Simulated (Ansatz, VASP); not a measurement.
**C in VASP and in Ansatz**

```
CELL_PARAMETERS angstrom
0.00000 2.11671 3.36096
1.22278 0.00000 3.36096
1.22278 2.11671 0.00000
ATOMIC_POSITIONS crystal
C 0.16670 0.83330 0.16670
C 0.83330 0.16670 0.83330
```

Alike in both runs: functional LDA; k mesh 18 × 18 × 18; occupations gaussian, width 0.02 eV; no spin polarisation.

Ansatz relaxed the structure, and its values are those at the end. VASP's run is a single point on that final structure, the one shown.

|  | VASP | Ansatz |
| --- | --- | --- |
| version | VASP 6.6.1 | Ansatz 0.2.0 |
| potentials or method | VASP PAW LDA potentials, release 64 (C) | scalar-relativistic, plane waves, PAW |
| plane-wave cutoff (eV) | 520 | 420 |
| valence electrons in the cell | 8 | 8 |

|  | VASP | Ansatz | Ansatz less VASP |
| --- | --- | --- | --- |
| gap on the k mesh at the Fermi level (eV) | 0.08 | 0.08 | -0.001 |
| least direct gap on the mesh (eV) | 0.16 | 0.15 | -0.001 |
| pressure (GPa) | 0.8 | 0.0 | -0.80 |
